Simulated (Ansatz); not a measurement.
# Zn (diamond): energy against volume

Level of theory: DFT, revPBE, plane waves (420 eV) with PAW, scalar-relativistic in Ansatz 0.2.0. The PAW files were generated under PBE, with cores re-solved for the functional.

The cell is scaled uniformly from the relaxed one, with fractional coordinates and shape fixed. Energies are extrapolated to zero smearing, pressures are those at the given smearing. Magnetic state: spin not included.

A Birch-Murnaghan fit gives V₀ = 26.06 Å³/atom, B₀ = 19.9 GPa, B₀′ = 5.4.

Q: What are the energy above the minimum and the pressure at 22.949 Å³/atom?

A: 30.2 meV/atom and 3.68 GPa as computed.

Q: What are the energy above the minimum and the pressure at 27.122 Å³/atom?

A: 2.4 meV/atom and -0.69 GPa as computed.

Q: What are the energy above the minimum and the pressure at 29.208 Å³/atom?

A: 18.5 meV/atom and -1.65 GPa as computed.
